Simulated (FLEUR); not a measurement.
**BeTe under changes of volume**

One of the cells (21.254 Å³/atom); the others are scaled copies at fixed shape and fractional positions:

```
CELL_PARAMETERS angstrom
0.00000 2.77000 2.77000
2.77000 0.00000 2.77000
2.77000 2.77000 0.00000
ATOMIC_POSITIONS crystal
Te 0.75000 0.75000 0.75000
Be 0.00000 0.00000 0.00000
```

- Program: FLEUR MaX-R8.1 (later development tree)
- Functional: r2SCAN
- Potentials or basis: all-electron
- Basis: FLAPW
- Kmax: 4.21 1/bohr
- k mesh: 8 × 8 × 8
- Occupations: fermi-dirac, width 0.05 eV
- Spin: no spin polarisation

```csv
volume (Å³/atom),energy over the lowest point (meV/atom),gap on the mesh (eV)
19.979,71.27,2.04
20.404,?,?
21.254,17.41,2.20
22.104,2.36,2.30
22.529,0.00,2.35
```

Task: What does the run at 20.404 Å³/atom give?

Result: Energy over the lowest point 48.61 meV/atom; gap on the mesh 2.10 eV.

Worked out: A Birch-Murnaghan fit of order 2 (a polynomial in V^(-2/3)) to the other rows has its minimum at 22.64 Å³/atom, just outside them, with B0 = V·E''(V) = 59 GPa. It gives 48.59 meV/atom at 20.404 Å³/atom, against the run's 48.61. A straight line through the other rows of the gap, of slope 2.58 eV per unit of ln V, gives 2.09 eV, against the run's 2.10.

Energies are extrapolated to zero smearing.

Caveats: the meta-GGA is that of a development version, with a GGA for the radial functions and cores and without core tails; spin-orbit coupling is left out, which moves the levels of the heavy elements.

A mesh can miss the band edges.
